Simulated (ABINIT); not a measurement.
Crystal: TiSi2.

```
CELL_PARAMETERS angstrom
4.37464 0.00000 0.00000
-2.18732 3.78855 0.00000
0.00000 0.00000 2.56101
ATOMIC_POSITIONS crystal
Ti 0.00000 0.00000 0.00000
Si 0.33333 0.66667 0.50000
Si 0.66667 0.33333 0.50000
```

The cell was built by a generator and needn't be a form met in nature.

```yaml
Program: ABINIT 10.8.3 (patched build)
Task: single point
Functional: PBE
Potentials_or_basis: JTH PAW PBE v2.0
Cutoff: 408 eV
k_mesh: 7 × 7 × 10
Occupations: fermi-dirac, width 0.05 eV
Spin: no spin polarisation
```

On this cell: pressure 0.0 GPa; largest force under 0.003 eV/Å; band gap on the k mesh none (metal or under the smearing width).

The same run follows on a disturbed copy (atoms moved at random, drawn with an rms of 0.05 Å):

```
CELL_PARAMETERS angstrom
4.37464 0.00000 0.00000
-2.18732 3.78855 0.00000
0.00000 0.00000 2.56101
ATOMIC_POSITIONS crystal
Ti 0.99981 0.99711 0.01673
Si 0.33595 0.67828 0.48932
Si 0.66436 0.33168 0.49950
```

What does the disturbed cell give?

The energy (extrapolated to zero smearing) moves by +4.6 meV/atom; pressure 0.3 GPa; largest force 0.379 eV/Å; band gap on the k mesh none (metal or under the smearing width).

Forces on the atoms (eV/Å):
```
Ti  -0.065  0.089 -0.125
Si   0.076 -0.353  0.113
Si  -0.012  0.264  0.013
```

Stress tensor (GPa, compression positive):
```
-0.12  0.03  0.09
 0.03  1.57 -0.17
 0.09 -0.17 -0.53
```
